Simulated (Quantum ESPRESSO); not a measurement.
# PbSe (Clausthalite) (Fm-3m) in Quantum ESPRESSO: notebook

One crystal, PbSe (Clausthalite), is run at these levels: PBE, r2SCAN; tasks: band structure, single point, equation of state.

Program: Quantum ESPRESSO 7.5. These are calculated values, not measurements. Logs are shortened: lines on timing, memory, paths and dates and some standing lists are left out, and cuts for length are marked.

**Experimental background.**

From a printed reference work, monograph, for a bulk crystal of PbSe at 300 K: band gap 0.28 eV (direct).

How close the calculation comes is told below.

### 1 The structure

The structure is cubic, space group Fm-3m (No. 225). The conventional cell has a = 6.121 Å, b = 6.121 Å, c = 6.121 Å, α = 90.00°, β = 90.00°, γ = 90.00°. Pb (site symmetry m-3m) is surrounded by 6 Se at 3.06 Å. Around Se (site symmetry m-3m) lie 6 Pb at 3.06 Å.

### 2 Band structure, PBE, spin-orbit coupling, no magnetisation

The input, pw.in:

```
&CONTROL
  calculation = 'scf'
  prefix = 'pwscf'
  outdir = './tmp'
  pseudo_dir = './pseudo'
  tprnfor = .true.
  tstress = .true.
  disk_io = 'low'
/
&SYSTEM
  ibrav = 0
  nat = 2
  ntyp = 2
  ecutwfc = 86
  nbnd = 44
  occupations = 'smearing'
  smearing = 'fd'
  degauss = 0.00367493
  noncolin = .true.
  lspinorb = .true.
/
&ELECTRONS
  conv_thr = 4d-10
  electron_maxstep = 120
  mixing_beta = 0.5
/
ATOMIC_SPECIES
Pb   207.2000 Pb.upf
Se    78.9710 Se.upf
CELL_PARAMETERS angstrom
   0.0000000000    3.0606500000    3.0606500000
   3.0606500000    0.0000000000    3.0606500000
   3.0606500000    3.0606500000    0.0000000000
ATOMIC_POSITIONS crystal
Pb     0.0000000000    0.0000000000    0.0000000000
Se     0.5000000000    0.5000000000    0.5000000000
K_POINTS automatic
8 8 8 0 0 0
```

The input, bands.in:

```
&CONTROL
  calculation = 'bands'
  prefix = 'pwscf'
  outdir = './tmp'
  pseudo_dir = './pseudo'
  disk_io = 'low'
  verbosity = 'high'
/
&SYSTEM
  ibrav = 0
  nat = 2
  ntyp = 2
  ecutwfc = 86
  nbnd = 44
  occupations = 'smearing'
  smearing = 'fd'
  degauss = 0.00367493
  noncolin = .true.
  lspinorb = .true.
/
&ELECTRONS
  conv_thr = 1d-08
  electron_maxstep = 120
  mixing_beta = 0.5
  diago_full_acc = .true.
/
ATOMIC_SPECIES
Pb   207.2000 Pb.upf
Se    78.9710 Se.upf
CELL_PARAMETERS angstrom
   0.0000000000    3.0606500000    3.0606500000
   3.0606500000    0.0000000000    3.0606500000
   3.0606500000    3.0606500000    0.0000000000
ATOMIC_POSITIONS crystal
Pb     0.0000000000    0.0000000000    0.0000000000
Se     0.5000000000    0.5000000000    0.5000000000
K_POINTS crystal
60
 0.0000000000  0.0000000000  0.0000000000 1
 0.0625000000  0.0000000000  0.0625000000 1
 0.1250000000  0.0000000000  0.1250000000 1
 0.1875000000  0.0000000000  0.1875000000 1
 0.2500000000  0.0000000000  0.2500000000 1
 0.3125000000  0.0000000000  0.3125000000 1
 0.3750000000  0.0000000000  0.3750000000 1
 0.4375000000  0.0000000000  0.4375000000 1
 0.5000000000  0.0000000000  0.5000000000 1
 0.5000000000  0.0625000000  0.5625000000 1
 0.5000000000  0.1250000000  0.6250000000 1
 0.5000000000  0.1875000000  0.6875000000 1
 0.5000000000  0.2500000000  0.7500000000 1
 0.4375000000  0.3125000000  0.7500000000 1
 0.3750000000  0.3750000000  0.7500000000 1
 0.3375000000  0.3375000000  0.6750000000 1
 0.3000000000  0.3000000000  0.6000000000 1
 0.2625000000  0.2625000000  0.5250000000 1
 0.2250000000  0.2250000000  0.4500000000 1
 0.1875000000  0.1875000000  0.3750000000 1
 0.1500000000  0.1500000000  0.3000000000 1
 0.1125000000  0.1125000000  0.2250000000 1
 0.0750000000  0.0750000000  0.1500000000 1
 0.0375000000  0.0375000000  0.0750000000 1
 0.0000000000  0.0000000000  0.0000000000 1
 0.0625000000  0.0625000000  0.0625000000 1
 0.1250000000  0.1250000000  0.1250000000 1
 0.1875000000  0.1875000000  0.1875000000 1
 0.2500000000  0.2500000000  0.2500000000 1
 0.3125000000  0.3125000000  0.3125000000 1
 0.3750000000  0.3750000000  0.3750000000 1
 0.4375000000  0.4375000000  0.4375000000 1
 0.5000000000  0.5000000000  0.5000000000 1
 0.5250000000  0.4500000000  0.5250000000 1
 0.5500000000  0.4000000000  0.5500000000 1
 0.5750000000  0.3500000000  0.5750000000 1
 0.6000000000  0.3000000000  0.6000000000 1
 0.6250000000  0.2500000000  0.6250000000 1
 0.5833333333  0.2500000000  0.6666666667 1
 0.5416666667  0.2500000000  0.7083333333 1
 0.5000000000  0.2500000000  0.7500000000 1
 0.5000000000  0.2857142857  0.7142857143 1
 0.5000000000  0.3214285714  0.6785714286 1
 0.5000000000  0.3571428571  0.6428571429 1
 0.5000000000  0.3928571429  0.6071428571 1
 0.5000000000  0.4285714286  0.5714285714 1
 0.5000000000  0.4642857143  0.5357142857 1
 0.5000000000  0.5000000000  0.5000000000 1
 0.4821428571  0.4821428571  0.5357142857 1
 0.4642857143  0.4642857143  0.5714285714 1
 0.4464285714  0.4464285714  0.6071428571 1
 0.4285714286  0.4285714286  0.6428571429 1
 0.4107142857  0.4107142857  0.6785714286 1
 0.3928571429  0.3928571429  0.7142857143 1
 0.3750000000  0.3750000000  0.7500000000 1
 0.6250000000  0.2500000000  0.6250000000 1
 0.5937500000  0.1875000000  0.5937500000 1
 0.5625000000  0.1250000000  0.5625000000 1
 0.5312500000  0.0625000000  0.5312500000 1
 0.5000000000  0.0000000000  0.5000000000 1
```

Potentials or basis: PseudoDojo 0.4 FR PBE standard.

Started as:

```console
$ OMP_NUM_THREADS=1 pw.x -in pw.in > pw.out
$ OMP_NUM_THREADS=1 pw.x -in bands.in > bands.out
```

pw.out:

```text
This program is part of the open-source Quantum ESPRESSO suite
     for quantum simulation of materials; please cite
[... 9 lines left out ...]
     --------------------
     sticks:   dense  smooth     PW     G-vecs:    dense   smooth      PW
     Sum        1585    1585    451                41655    41655    6423

     Using Slab Decomposition

     bravais-lattice index     =            0
     lattice parameter (alat)  =       8.1795  a.u.
     unit-cell volume          =     386.9614 (a.u.)^3
     number of atoms/cell      =            2
     number of atomic types    =            2
     number of electrons       =        30.00
     number of Kohn-Sham states=           44
     kinetic-energy cutoff     =      86.0000  Ry
     charge density cutoff     =     344.0000  Ry
     scf convergence threshold =      4.0E-10
     mixing beta               =       0.5000
     number of iterations used =            8  plain     mixing
     Exchange-correlation= PBE
                           (   1   4   3   4   0   0   0)
     Non magnetic calculation with spin-orbit

     celldm(1)=   8.179515  celldm(2)=   0.000000  celldm(3)=   0.000000
     celldm(4)=   0.000000  celldm(5)=   0.000000  celldm(6)=   0.000000

     crystal axes: (cart. coord. in units of alat)
               a(1) = (   0.000000   0.707107   0.707107 )
               a(2) = (   0.707107   0.000000   0.707107 )
               a(3) = (   0.707107   0.707107   0.000000 )

     reciprocal axes: (cart. coord. in units 2 pi/alat)
               b(1) = ( -0.707107  0.707107  0.707107 )
               b(2) = (  0.707107 -0.707107  0.707107 )
               b(3) = (  0.707107  0.707107 -0.707107 )

     PseudoPot. # 1 for Pb read from file:
     Pb.upf
     Pseudo is Norm-conserving + core correction, Zval = 14.0
     Generated using ONCVPSP code by D. R. Hamann
     Using radial grid of 1782 points, 10 beta functions with:
                l(1) =   0
                l(2) =   0
                l(3) =   1
                l(4) =   1
                l(5) =   1
                l(6) =   1
                l(7) =   2
                l(8) =   2
                l(9) =   2
               l(10) =   2

     PseudoPot. # 2 for Se read from file:
     Se.upf
     Pseudo is Norm-conserving + core correction, Zval = 16.0
     Generated using ONCVPSP code by D. R. Hamann
[... 55 lines left out ...]

     Dense  grid:    41655 G-vectors     FFT dimensions: (  50,  50,  50)

     Initial potential from superposition of free atoms

     starting charge      29.9974, renormalised to      30.0000
     Starting wfcs are   36 randomized atomic wfcs +    8 random wfcs

     Self-consistent Calculation

     iteration #  1     ecut=    86.00 Ry     beta= 0.50
     Davidson diagonalization with overlap
     ethr =  1.00E-02,  avg # of iterations =  5.2

     Threshold (ethr) on eigenvalues was too large:
     Diagonalizing with lowered threshold

     Davidson diagonalization with overlap
     ethr =  2.20E-04,  avg # of iterations =  4.1

     total energy              =    -382.95422016 Ry
     estimated scf accuracy    <       0.06445412 Ry
[... 12 lines left out ...]
     total energy              =    -382.97231052 Ry
     estimated scf accuracy    <       0.00058352 Ry

     iteration #  4     ecut=    86.00 Ry     beta= 0.50
     Davidson diagonalization with overlap
     c_bands:  2 eigenvalues not converged
     ethr =  1.95E-06,  avg # of iterations =  6.4

     total energy              =    -382.97236460 Ry
     estimated scf accuracy    <       0.00002146 Ry

     iteration #  5     ecut=    86.00 Ry     beta= 0.50
     Davidson diagonalization with overlap
     ethr =  7.15E-08,  avg # of iterations =  2.2
[... 25 lines left out ...]
     iteration #  9     ecut=    86.00 Ry     beta= 0.50
     Davidson diagonalization with overlap
     ethr =  6.22E-12,  avg # of iterations =  2.0

     End of self-consistent calculation

          k = 0.0000 0.0000 0.0000 (  5161 PWs)   bands (ev):

   -38.4239 -38.4239 -38.4239 -38.4239 -37.5302 -37.5302 -37.5302 -37.5302
   -37.5291 -37.5291  -8.7070  -8.7070  -8.7070  -8.7070  -6.1439  -6.1439
    -6.1418  -6.1418  -6.1418  -6.1418  -4.1460  -4.1460   3.2393   3.2393
     7.0931   7.0931   7.7629   7.7629   7.7629   7.7629  12.5467  12.5467
    14.9079  14.9079  14.9079  14.9079  15.9888  15.9888  15.9888  15.9888
    16.1262  16.1262  17.7848  17.9153
[... 165 lines left out ...]
   -38.4238 -38.4238 -38.4238 -38.4238 -37.5302 -37.5302 -37.5302 -37.5302
   -37.5291 -37.5291  -8.7151  -8.7151  -8.7003  -8.7003  -6.2178  -6.2178
    -6.1423  -6.1423  -6.1090  -6.1090  -2.7353  -2.7353   1.5372   1.5372
     4.8346   4.8346   6.5929   6.5929   7.1498   7.1498  12.4670  12.4670
    13.5900  13.5900  14.8870  14.8870  15.4340  15.4340  19.6909  19.6909
    19.7901  19.7901  21.8830  21.8830

          k =-0.7071 0.0000 0.0000 (  5218 PWs)   bands (ev):

   -38.4238 -38.4238 -38.4238 -38.4238 -37.5302 -37.5302 -37.5302 -37.5302
   -37.5291 -37.5291  -8.7203  -8.7203  -8.6996  -8.6996  -6.2447  -6.2447
    -6.1445  -6.1445  -6.0971  -6.0971  -2.7103  -2.7103   2.2033   2.2033
     4.4285   4.4285   5.9490   5.9490   6.4366   6.4366  13.2177  13.2177
    14.0344  14.0344  15.6561  15.6561  15.7012  15.7012  20.8386  20.8387
    21.1658  21.1658  22.1602  22.1603
[... 48 lines left out ...]
   -38.4238 -38.4238 -38.4238 -38.4238 -37.5302 -37.5302 -37.5302 -37.5302
   -37.5291 -37.5291  -8.7123  -8.7123  -8.7007  -8.7007  -6.2010  -6.2010
    -6.1394  -6.1394  -6.1175  -6.1175  -2.8297  -2.8297   1.3377   1.3377
     5.3636   5.3636   6.1996   6.1996   8.6055   8.6055  10.9302  10.9302
    13.4531  13.4531  14.3280  14.3280  17.0753  17.0753  17.4977  17.4977
    20.1792  20.1792  20.9185  20.9185

          k =-0.7071 0.1768-0.0000 (  5220 PWs)   bands (ev):

   -38.4238 -38.4238 -38.4238 -38.4238 -37.5302 -37.5302 -37.5302 -37.5302
   -37.5291 -37.5291  -8.7176  -8.7176  -8.7000  -8.7000  -6.2319  -6.2319
    -6.1426  -6.1426  -6.1040  -6.1040  -2.7034  -2.7034   1.8484   1.8484
     4.6307   4.6307   5.8306   5.8306   7.2302   7.2302  12.8950  12.8950
    13.7013  13.7013  15.0969  15.0969  15.7688  15.7688  19.6537  19.6537
    21.1181  21.1181  22.1899  22.1899

          k =-0.7071 0.3536 0.0000 (  5220 PWs)   bands (ev):

   -38.4238 -38.4238 -38.4238 -38.4238 -37.5302 -37.5302 -37.5302 -37.5302
   -37.5291 -37.5291  -8.7148  -8.7148  -8.7006  -8.7006  -6.2183  -6.2183
    -6.1375  -6.1375  -6.1146  -6.1146  -2.6962  -2.6962   1.5647   1.5647
     5.0700   5.0700   5.3014   5.3014   8.6591   8.6591  11.1501  11.1501
    14.3408  14.3408  14.5098  14.5098  16.8920  16.8920  17.5569  17.5569
    21.3527  21.3527  22.2038  22.2042

     the Fermi energy is     9.3996 ev

!    total energy              =    -382.97236897 Ry
     estimated scf accuracy    <          1.3E-10 Ry
     smearing contrib. (-TS)   =      -0.00004387 Ry
     internal energy E=F+TS    =    -382.97232510 Ry

     The total energy is F=E-TS. E is the sum of the following terms:
     one-electron contribution =    -173.34354605 Ry
     hartree contribution      =      99.89752845 Ry
     xc contribution           =     -88.16990683 Ry
     ewald contribution        =    -221.35640068 Ry

     convergence has been achieved in   9 iterations

     Forces acting on atoms (cartesian axes, Ry/au):

     atom    1 type  1   force =     0.00000000    0.00000000    0.00000000
     atom    2 type  2   force =    -0.00000000   -0.00000000    0.00000000

     Total force =     0.000000     Total SCF correction =     0.000000

     Computing stress (Cartesian axis) and pressure

          total   stress  (Ry/bohr**3)                   (kbar)     P=       20.79
   0.00014133   0.00000000  -0.00000000           20.79        0.00       -0.00
   0.00000000   0.00014133  -0.00000000            0.00       20.79       -0.00
  -0.00000000  -0.00000000   0.00014133           -0.00       -0.00       20.79

=------------------------------------------------------------------------------=
   JOB DONE.
=------------------------------------------------------------------------------=
```

Run time: 7.1 min. Hardware: 1 thread of Intel Xeon Platinum 8488C (Sapphire Rapids), shared host; peak memory 0.49 GiB.

Results:

- Free energy: -5210.6045 eV
- Pressure: 2.1 GPa
- Band gap on the k mesh: 0.20 eV, direct
- Band gap along the path: 0.20 eV, direct

Levels at the corners of the path, in eV from the valence-band top:
```
point  band 27  band 28  band 29  band 30  band 31  band 32  band 33  band 34
    Γ    -1.54    -1.54    -1.54    -1.54     3.25     3.25     5.61     5.61
    X    -3.35    -3.35    -2.86    -2.86     3.92     3.92     4.74     4.74
    W    -4.00    -4.00    -0.64    -0.64     1.85     1.85     5.04     5.04
    K    -2.71    -2.71    -2.15    -2.15     3.17     3.17     4.29     4.29
    Γ    -1.54    -1.54    -1.54    -1.54     3.25     3.25     5.61     5.61
    L    -1.22    -1.22     0.00     0.00     0.20     0.20     1.57     1.57
    U    -2.71    -2.71    -2.15    -2.15     3.17     3.17     4.29     4.29
    W    -4.00    -4.00    -0.64    -0.64     1.85     1.85     5.04     5.04
    L    -1.22    -1.22     0.00     0.00     0.20     0.20     1.57     1.57
    K    -2.71    -2.71    -2.15    -2.15     3.17     3.17     4.29     4.29
    U    -2.71    -2.71    -2.15    -2.15     3.17     3.17     4.29     4.29
    X    -3.35    -3.35    -2.86    -2.86     3.92     3.92     4.74     4.74
```

Caveat: some levels on the path didn't converge.

(Part 1 of 2 ends here.)
